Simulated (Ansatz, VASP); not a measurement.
One calculation of Rh, two programs

```
CELL_PARAMETERS angstrom
-1.56040 1.56040 1.56040
1.56040 -1.56040 1.56040
1.56040 1.56040 -1.56040
ATOMIC_POSITIONS crystal
Rh 0.00000 0.00000 0.00000
```

Change from the starting cell: volume scaled by 1.05, PAW files.

Alike in both runs: task electric field gradients; functional PBE; k mesh 16 × 16 × 16; occupations fermi-dirac, width 0.05 eV; no spin polarisation.

|  | VASP | Ansatz |
| --- | --- | --- |
| version | VASP 6.6.1 | Ansatz 0.2.0 |
| potentials or method | VASP PAW PBE potentials, release 64 (Rh_pv) | PAW with Ansatz's default frozen-core files, scalar-relativistic |
| plane-wave cutoff (eV) | 520 | 420 |
| valence electrons in the cell | 15 | 17 |

```tsv
	VASP	Ansatz	Ansatz less VASP
pressure (GPa)	-10.0	-10.0	-0.03
Vzz of the field gradient on the site that differs most (V/Å²)	0.0	0.0	0.00
```

The functional is the same, so the differences come from potentials, cutoffs and numerics. The two sets of potentials don't hold the same shells in valence. Ansatz warned: «gradients_without_spin_orbit».
